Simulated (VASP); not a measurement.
# CaO (I-4m2) in VASP: further runs

Runs on CaO. Level: PBE. Tasks: single point.

Everything below comes from runs of VASP 6.6.1. Logs are shortened: lines on timing, memory, paths and dates and some standing lists are left out, and cuts for length are marked.

## Step 1: The cell of the first run

Symmetry: I-4m2, No. 119, tetragonal system. Conventional cell: a = 3.499 Å, b = 3.499 Å, c = 5.213 Å, α = 90.00°, β = 90.00°, γ = 90.00°. Around Ca (site symmetry -4m2) lie 4 O at 2.18 Å. O (site symmetry -4m2) has 4 Ca at 2.18 Å as nearest neighbours.

The cell was built by a generator and needn't be a form met in nature.

## Step 2: Single point, PBE (biaxial_xy strain -5.1%)

Input file INCAR:

```
ALGO = Fast
EDIFF = 1E-6
ENCUT = 520
GGA = PE
ISIF = 2
ISMEAR = -1
LASPH = True
LCHARG = True
LELF = True
LREAL = False
LVHAR = True
LWAVE = False
NBANDS = 15
NELM = 60
PREC = Accurate
SIGMA = 0.02
```

Input file KPOINTS:

```
k-points
0
Gamma
  8 8 8
```

Input file POSCAR:

```
CaO
1.0
    0.0000000000      2.4740490960      2.6067317416
    2.4740490960      0.0000000000      2.6067317416
    2.4740490960      2.4740490960      0.0000000000
Ca O
1 1
Direct
    0.0000000000      0.0000000000      0.0000000000
    0.2500000000      0.2500000000      0.2500000000
```

Potentials or basis: VASP PAW PBE potentials, release 64 (Ca_sv, O).

The run is started by

```bash
$ cat potpaw_PBE.64/Ca_sv/POTCAR potpaw_PBE.64/O/POTCAR > POTCAR
$ mpirun -np 1 vasp_std > vasp.out
```

OUTCAR:

```text
EDIFF = 1E-6
   ENCUT = 520
   GGA = PE
   ISIF = 2
   ISMEAR = -1
   LASPH = True
   LREAL = False
   NELM = 60
   PREC = Accurate

 ion  position               nearest neighbor table
   1  0.000  0.000  0.000-   2 2.18   2 2.18   2 2.18   2 2.18
   2  0.250  0.250  0.250-   1 2.18   1 2.18   1 2.18   1 2.18

  LATTYP: Found a body centered tetragonal cell.
 ALAT       =     3.4988337855
 C/A-ratio  =     1.4900574885

  Lattice vectors:

 A1 = (  -2.4740490960,   0.0000000000,   2.6067317416)
 A2 = (   2.4740490960,   0.0000000000,   2.6067317416)
 A3 = (   0.0000000000,   2.4740490960,  -2.6067317416)

Analysis of symmetry for initial positions (statically):
=====================================================================
 Subroutine PRICEL returns:
 Original cell was already a primitive cell.

 Routine SETGRP: Setting up the symmetry group for a
 body centered tetragonal supercell.

 Subroutine GETGRP returns: Found  8 space group operations
 (whereof  8 operations were pure point group operations)
 out of a pool of 16 trial point group operations.

The static configuration has the point symmetry D_2d.

Analysis of symmetry for dynamics (positions and initial velocities):
=====================================================================
 Subroutine PRICEL returns:
 Original cell was already a primitive cell.

 Routine SETGRP: Setting up the symmetry group for a
 body centered tetragonal supercell.

 Subroutine GETGRP returns: Found  8 space group operations
 (whereof  8 operations were pure point group operations)
 out of a pool of 16 trial point group operations.

The dynamic configuration has the point symmetry D_2d.

 Subroutine INISYM returns: Found  8 space group operations
 (whereof  8 operations are pure point group operations),
 and found     1 'primitive' translations

----------------------------------------------------------------------------------------

                                     Primitive cell

  volume of cell :      31.9112

  direct lattice vectors                    reciprocal lattice vectors
     0.000000000  2.474049096  2.606731742    -0.202097849  0.202097849  0.191811068
     2.474049096  0.000000000  2.606731742     0.202097849 -0.202097849  0.191811068
     2.474049096  2.474049096  0.000000000     0.202097849  0.202097849 -0.191811068

  length of vectors
     3.593879422  3.593879422  3.498833786     0.344207157  0.344207157  0.344207157

  position of ions in fractional coordinates (direct lattice)
     0.000000000  0.000000000  0.000000000
     0.250000000  0.250000000  0.250000000

  ion indices of the primitive-cell ions
   primitive index   ion index
                 1           1
                 2           2

----------------------------------------------------------------------------------------

 KPOINTS: k-points

Automatic generation of k-mesh.
 Grid dimensions read from file:
 generate k-points for:    8    8    8

 Generating k-lattice:

  Cartesian coordinates                     Fractional coordinates (reciprocal lattice)
    -0.025262231  0.025262231  0.023976384     0.125000000  0.000000000  0.000000000
     0.025262231 -0.025262231  0.023976384     0.000000000  0.125000000  0.000000000
     0.025262231  0.025262231 -0.023976384     0.000000000  0.000000000  0.125000000

  Length of vectors
     0.043025895  0.043025895  0.043025895

  Shift w.r.t. Gamma in fractional coordinates (k-lattice)
     0.000000000  0.000000000  0.000000000

 Subroutine IBZKPT returns following result:
 ===========================================

 Found     59 irreducible k-points:

 Following reciprocal coordinates:
            Coordinates               Weight
  0.000000  0.000000  0.000000      1.000000
  0.125000  0.000000  0.000000      8.000000
  0.250000  0.000000  0.000000      8.000000
  0.375000  0.000000  0.000000      8.000000
  0.500000  0.000000  0.000000      4.000000
  0.125000  0.125000  0.000000      2.000000
[... 16 lines left out ...]
  0.250000  0.000000  0.125000     16.000000
  0.375000  0.000000  0.125000     16.000000
 [... further k-points ...]
   k-points           NKPTS =     59   k-points in BZ     NKDIM =     59   number of bands    NBANDS=     15
   number of dos      NEDOS =    301   number of ions     NIONS =      2
   total plane-waves  NPLWV =  21952
   dimension x,y,z NGX =    28 NGY =   28 NGZ =   28
   dimension x,y,z NGXF=    56 NGYF=   56 NGZF=   56
   ions per type =               1   1
   NGX,Y,Z   is equivalent  to a cutoff of  12.95, 12.95, 13.30 a.u.
   NGXF,Y,Z  is equivalent  to a cutoff of  25.90, 25.90, 26.61 a.u.
 SYSTEM =  unknown system
   PREC   = accura    normal or accurate (medium, high low for compatibility)
   ISTART =      0    job   : 0-new  1-cont  2-samecut
   ICHARG =      2    charge: 1-file 2-atom 10-const
   ISPIN  =      1    spin polarized calculation?
   LNONCOLLINEAR =      F non collinear calculations
   LSORBIT =      F    spin-orbit coupling
   LASPH  =      T    aspherical Exc in radial PAW
   ENCUT  =  520.0 eV  38.22 Ry    6.18 a.u.   6.68  6.68  6.51*2*pi/ulx,y,z
   NELM   =     60;   NELMIN=  2; NELMDL= -5     # of ELM steps
   EDIFF  = 0.1E-05   stopping-criterion for ELM
   LREAL  =      F    real-space projection
   EDIFFG = 0.1E-04   stopping-criterion for IOM
   NSW    =      0    number of steps for IOM
   IBRION =     -1    ionic relax: 0-MD 1-quasi-New 2-CG
   NFREE  =      0    steps in history (QN), initial steepest desc. (CG)
   ISIF   =      2    stress and relaxation
   ISYM   =      2    0-nonsym 1-usesym 2-fastsym
   POTIM  = 0.5000    time-step for ionic-motion
   TEBEG  =    0.0;   TEEND  =   0.0 temperature during run
   PSTRESS=    0.0 pullay stress
   NELECT =      16.0000    total number of electrons
   NUPDOWN=      -1.0000    fix difference up-down
   EMIN   =  10.00;   EMAX   =-10.00  energy-range for DOS
   EFERMI =   0.00;   METHOD = LEGACY
   ISMEAR =    -1;   SIGMA  =   0.02  broadening in eV -4-tet -1-fermi 0-gaus
   EFERMI_NEDOS =   21; number of points for ismear=-14 and -15
   IALGO  =     68    algorithm
   IMIX   =      4    mixing-type and parameters
     AMIX     =   0.40;   BMIX     =  1.00
     AMIX_MAG =   1.60;   BMIX_MAG =  1.00
  volume/ion in A,a.u.               =      15.96       107.67
  Fermi-wavevector in a.u.,A,eV,Ry     =   1.300570  2.457722 23.014025  1.691483
  Thomas-Fermi vector in A             =   2.431761
   LORBIT       =      0    0 simple, 1 ext, 2 COOP (PROOUT), +10 PAW based schemes
   GGA     = PE    functional components
   LHFCALC =     F    Hartree Fock is set to
   AEXX    =    0.0000 exact exchange contribution
   IVDW    =     0    specifies the selected vdW correction
   LEPSILON=     F    determine dielectric tensor
   LRPA    =     F    only Hartree local field effects (RPA)
 non-spin polarized calculation
 RMM-DIIS sequential band-by-band and
  energy-cutoff  :      520.00
  volume of cell :       31.91
 maximum number of plane-waves:       901
   NGX = 13   NGY = 13   NGZ = 13

 number of electron      15.9999999 magnetization

 Free energy of the ion-electron system (eV)
  ---------------------------------------------------
  ext. energy  EPLUGINS =         0.00000000
  ---------------------------------------------------
  free energy    TOTEN  =       -12.28687303 eV

  energy without entropy =      -12.28687303  energy(sigma->0) =      -12.28687303

 E-fermi :   1.5902     XC(G=0):  -9.5040

 val. band max:        1.0428701251   @ k =   0.5000   0.5000   0.0000
 cond. band min:       4.6858968496   @ k =   0.0000   0.0000   0.0000
 fundamental gap:      3.6430267245
 Fermi energy:         1.5902408912

 k-point     1 :       0.0000    0.0000    0.0000
  band No.  band energies     occupation
      1     -35.7453      2.00000
      2     -16.6563      2.00000
      3     -16.6563      2.00000
      4     -16.6501      2.00000
      5     -13.9748      2.00000
      6       0.1398      2.00000
      7       0.1842      2.00000
      8       0.1842      2.00000
      9       4.6859      0.00000
     10       9.1361      0.00000
     11       9.5940      0.00000
     12      10.9379      0.00000
     13      11.4439      0.00000
     14      11.4439      0.00000
     15      18.2940      0.00000

 k-point     2 :       0.1250    0.0000    0.0000
  band No.  band energies     occupation
      1     -35.7344      2.00000
      2     -16.8598      2.00000
      3     -16.6661      2.00000
      4     -16.6655      2.00000
      5     -13.7794      2.00000
      6      -0.0006      2.00000
      7       0.2090      2.00000
      8       0.2447      2.00000
      9       5.2621      0.00000
     10       8.9682      0.00000
     11       9.3671      0.00000
     12      10.9266      0.00000
     13      11.4191      0.00000
     14      11.5981      0.00000
     15      16.8178      0.00000

 k-point     3 :       0.2500    0.0000    0.0000
  band No.  band energies     occupation
      1     -35.7079      2.00000
      2     -17.2664      2.00000
      3     -16.6997      2.00000
      4     -16.6877      2.00000
      5     -13.4079      2.00000
      6      -0.1786      2.00000
      7       0.3151      2.00000
      8       0.3833      2.00000
      9       6.4264      0.00000
     10       8.8444      0.00000
     11       9.1133      0.00000
     12      10.5344      0.00000
     13      11.5200      0.00000
     14      11.6237      0.00000
     15      14.7457      0.00000

 k-point     4 :       0.3750    0.0000    0.0000
  band No.  band energies     occupation
      1     -35.6813      2.00000
      2     -17.5996      2.00000
      3     -16.7330      2.00000
      4     -16.7097      2.00000
      5     -13.1248      2.00000
      6      -0.1382      2.00000
      7       0.4017      2.00000
      8       0.5093      2.00000
      9       7.2515      0.00000
     10       9.0398      0.00000
     11       9.1780      0.00000
     12      10.0921      0.00000
     13      11.2722      0.00000
     14      11.3136      0.00000
     15      13.8219      0.00000
[... 307 lines left out ...]
 k-point    22 :       0.1250    0.0000    0.1250
  band No.  band energies     occupation
      1     -35.7301      2.00000
      2     -16.8937      2.00000
      3     -16.6935      2.00000
      4     -16.6767      2.00000
      5     -13.7231      2.00000
      6      -0.0994      2.00000
      7       0.2124      2.00000
      8       0.3142      2.00000
      9       5.4801      0.00000
     10       8.7897      0.00000
     11       9.4234      0.00000
     12      11.0269      0.00000
     13      11.4479      0.00000
     14      11.5195      0.00000
     15      17.4800      0.00000

 k-point    23 :       0.2500    0.0000    0.1250
  band No.  band energies     occupation
      1     -35.7084      2.00000
      2     -17.2034      2.00000
      3     -16.7264      2.00000
      4     -16.7082      2.00000
      5     -13.4246      2.00000
      6      -0.2792      2.00000
      7       0.3198      2.00000
      8       0.4389      2.00000
      9       6.4364      0.00000
     10       8.3291      0.00000
     11       9.4534      0.00000
     12      10.8524      0.00000
     13      11.3871      0.00000
     14      11.7019      0.00000
     15      15.6681      0.00000

 k-point    24 :       0.3750    0.0000    0.1250
  band No.  band energies     occupation
      1     -35.6818      2.00000
      2     -17.5294      2.00000
      3     -16.7633      2.00000
      4     -16.7449      2.00000
      5     -13.1266      2.00000
      6      -0.2309      2.00000
      7       0.4124      2.00000
      8       0.5387      2.00000
      9       7.1634      0.00000
     10       8.2969      0.00000
     11       9.5048      0.00000
     12      10.5930      0.00000
     13      11.2499      0.00000
     14      11.6872      0.00000
     15      14.2570      0.00000

 [... further k-points ...]

------------------------ aborting loop because EDIFF is reached ----------------------------------------

  FORCE on cell =-STRESS in cart. coord.  units (eV):
  Direction    XX          YY          ZZ          XY          YZ          ZX
  --------------------------------------------------------------------------------------
  -------------------------------------------------------------------------------------
  Total        2.4835729      2.4835729      2.4316081      0.0000000     -0.0000000      0.0000000
  in kB      124.6937038    124.6937038    122.0846901      0.0000000     -0.0000000      0.0000000
  external PRESSURE =     123.8240326 kB  Pullay stress =       0.0000000 kB

 VOLUME and BASIS-vectors are now :
 -----------------------------------------------------------------------------
  energy-cutoff  :      520.00
  volume of cell :       31.91
      direct lattice vectors                 reciprocal lattice vectors
     0.000000000  2.474049096  2.606731742    -0.202097849  0.202097849  0.191811068
     2.474049096  0.000000000  2.606731742     0.202097849 -0.202097849  0.191811068
     2.474049096  2.474049096  0.000000000     0.202097849  0.202097849 -0.191811068

 POSITION                                       TOTAL-FORCE (eV/Angst)
 -----------------------------------------------------------------------------------
      0.00000      0.00000      0.00000        -0.000000     -0.000000      0.000000
      1.23702      1.23702      1.30337         0.000000      0.000000      0.000000
 -----------------------------------------------------------------------------------
    total drift:                               -0.000000     -0.000000     -0.000000

  FREE ENERGIE OF THE ION-ELECTRON SYSTEM (eV)
  ---------------------------------------------------
  free  energy   TOTEN  =       -12.2868730251 eV

  energy  without entropy=      -12.2868730251  energy(sigma->0) =      -12.28687303
```

It took 52 s on 1 thread of Intel Xeon Platinum 8559C (Emerald Rapids), shared host; peak memory 0.16 GiB.

Results:

```
Free energy            : -12.2869 eV
Pressure               : 12.4 GPa
Band gap on the k mesh : 3.64 eV, indirect (least direct gap 4.50 eV)
```

Levels at points of the mesh, in eV from the valence-band top:
| k point | band 4 | band 5 | band 6 | band 7 | band 8 | band 9 | band 10 | band 11 | band 12 | band 13 |
| --- | --- | --- | --- | --- | --- | --- | --- | --- | --- | --- |
| (0.00, 0.00, 0.00) | -17.69 | -15.02 | -0.90 | -0.86 | -0.86 | 3.64 | 8.09 | 8.55 | 9.90 | 10.40 |
| (0.50, 0.00, 0.00) | -17.76 | -14.07 | -1.11 | -0.61 | -0.49 | 6.43 | 8.22 | 8.29 | 8.76 | 9.94 |
| (0.50, 0.50, 0.00) | -17.88 | -13.71 | -1.73 | 0.00 | 0.00 | 4.95 | 6.80 | 9.55 | 9.87 | 9.87 |
| (0.50, 0.00, 0.50) | -17.88 | -13.82 | -1.72 | -0.10 | -0.06 | 5.15 | 6.91 | 9.56 | 9.86 | 9.96 |

## Step 3: Single point, PBE (uniaxial_z strain +1.2%)

Input file INCAR:

```
PREC = Accurate ; ENCUT = 520
EDIFF = 1E-6 ; ISMEAR = -1
SIGMA = 0.02 ; LREAL = F
LASPH = T ; NELM = 60
ALGO = Normal ; ISIF = 2
LWAVE = F ; LCHARG = T
GGA = PE ; LELF = T
LVHAR = T ; NBANDS = 15
```

Input file KPOINTS:

```
Automatic mesh
0
Gamma
  8 8 8
```

Input file POSCAR:

```
CaO
1.0
    0.0000000000      2.6067317416      2.6385338688
    2.6067317416      0.0000000000      2.6385338688
    2.6067317416      2.6067317416      0.0000000000
Ca O
1 1
Direct
    0.0000000000      0.0000000000      0.0000000000
    0.2500000000      0.2500000000      0.2500000000
```

Potentials or basis: VASP PAW PBE potentials, release 64 (Ca_sv, O).

The run is started by

```bash
$ cat potpaw_PBE.64/Ca_sv/POTCAR potpaw_PBE.64/O/POTCAR > POTCAR
$ mpirun -np 1 vasp_std > vasp.out
```

OUTCAR:

```text
PREC = Accurate
   ENCUT = 520
   EDIFF = 1E-6
   ISMEAR = -1
   LREAL = F
   LASPH = T
   NELM = 60
   ISIF = 2
   GGA = PE

 ion  position               nearest neighbor table
   1  0.000  0.000  0.000-   2 2.27   2 2.27   2 2.27   2 2.27
   2  0.250  0.250  0.250-   1 2.27   1 2.27   1 2.27   1 2.27

  LATTYP: Found a body centered tetragonal cell.
 ALAT       =     3.6864753824
 C/A-ratio  =     1.4314669678

  Lattice vectors:
[... 616 lines left out ...]
     15      12.7413      0.00000

 [... further k-points ...]

------------------------ aborting loop because EDIFF is reached ----------------------------------------

  FORCE on cell =-STRESS in cart. coord.  units (eV):
  Direction    XX          YY          ZZ          XY          YZ          ZX
  --------------------------------------------------------------------------------------
  -------------------------------------------------------------------------------------
  Total        0.2073615      0.2073615      0.1610060      0.0000000      0.0000000     -0.0000000
  in kB        9.2651686      9.2651686      7.1939478      0.0000000      0.0000000     -0.0000000
  external PRESSURE =       8.5747617 kB  Pullay stress =       0.0000000 kB

 VOLUME and BASIS-vectors are now :
 -----------------------------------------------------------------------------
  energy-cutoff  :      520.00
  volume of cell :       35.86
      direct lattice vectors                 reciprocal lattice vectors
     0.000000000  2.606731742  2.638533869    -0.191811068  0.191811068  0.189499178
     2.606731742  0.000000000  2.638533869     0.191811068 -0.191811068  0.189499178
     2.606731742  2.606731742  0.000000000     0.191811068  0.191811068 -0.189499178

 POSITION                                       TOTAL-FORCE (eV/Angst)
 -----------------------------------------------------------------------------------
      0.00000      0.00000      0.00000        -0.000000     -0.000000      0.000000
      1.30337      1.30337      1.31927         0.000000      0.000000     -0.000000
 -----------------------------------------------------------------------------------
    total drift:                               -0.000000     -0.000000     -0.000000

  FREE ENERGIE OF THE ION-ELECTRON SYSTEM (eV)
  ---------------------------------------------------
  free  energy   TOTEN  =       -12.4424782059 eV

  energy  without entropy=      -12.4424782059  energy(sigma->0) =      -12.44247821
```

OSZICAR:

```text
N       E                     dE             d eps       ncg     rms          rms(c)
DAV:   1     0.129838108859E+03    0.12984E+03   -0.82199E+03  1770   0.105E+03
DAV:   2    -0.861292927090E+01   -0.13845E+03   -0.12807E+03  2225   0.281E+02
DAV:   3    -0.148392296124E+02   -0.62263E+01   -0.61853E+01  2071   0.624E+01
DAV:   4    -0.150731017849E+02   -0.23387E+00   -0.23371E+00  2669   0.101E+01
DAV:   5    -0.150744283833E+02   -0.13266E-02   -0.13265E-02  2085   0.934E-01    0.972E+00
DAV:   6    -0.125599130835E+02    0.25145E+01   -0.85938E+00  1959   0.252E+01    0.423E+00
DAV:   7    -0.124531937036E+02    0.10672E+00   -0.84904E-01  1967   0.845E+00    0.200E+00
DAV:   8    -0.124415809826E+02    0.11613E-01   -0.13616E-01  2281   0.378E+00    0.472E-01
DAV:   9    -0.124404727625E+02    0.11082E-02   -0.93411E-03  2076   0.864E-01    0.168E-01
DAV:  10    -0.124423783587E+02   -0.19056E-02   -0.16348E-03  1896   0.320E-01    0.563E-02
DAV:  11    -0.124424953832E+02   -0.11702E-03   -0.75607E-04  2114   0.185E-01    0.378E-02
DAV:  12    -0.124424789071E+02    0.16476E-04   -0.94198E-05  2316   0.105E-01    0.556E-03
DAV:  13    -0.124424782059E+02    0.70128E-06   -0.54547E-06  1988   0.290E-02
   1 F= -.12442478E+02 E0= -.12442478E+02  d E =-.667502E-14
```

stdout:

```text
POSCAR found type information on POSCAR CaO
 POSCAR found :  2 types and       2 ions
 scaLAPACK will be used
 LDA part: xc-table for (Slater+PW92), standard interpolation
 POSCAR, INCAR and KPOINTS ok, starting setup
 FFT: planning ... GRIDC
 FFT: planning ... GRID_SOFT
 FFT: planning ... GRID
 WAVECAR not read
 entering main loop
```

It took 27 s on 1 thread of Intel Xeon Platinum 8559C (Emerald Rapids), shared host; peak memory 0.17 GiB.

Results:

| Item | Value |
| --- | --- |
| Free energy | -12.4425 eV |
| Pressure | 0.9 GPa |
| Band gap on the k mesh | 3.27 eV, indirect (least direct gap 3.88 eV) |

Levels at points of the mesh, in eV from the valence-band top:
```tsv
k point	band 4	band 5	band 6	band 7	band 8	band 9	band 10	band 11	band 12	band 13
(0.00, 0.00, 0.00)	-18.15	-14.78	-0.62	-0.61	-0.61	3.27	7.87	7.96	9.45	9.55
(0.50, 0.00, 0.00)	-18.20	-14.16	-1.00	-0.37	-0.35	6.09	7.80	7.82	8.15	9.29
(0.50, 0.50, 0.00)	-18.28	-13.96	-1.42	0.00	0.00	4.87	6.56	8.94	9.25	9.25
(0.50, 0.00, 0.50)	-18.28	-13.98	-1.41	-0.02	-0.01	4.91	6.59	8.94	9.25	9.27
```

A k mesh can miss the band edges.
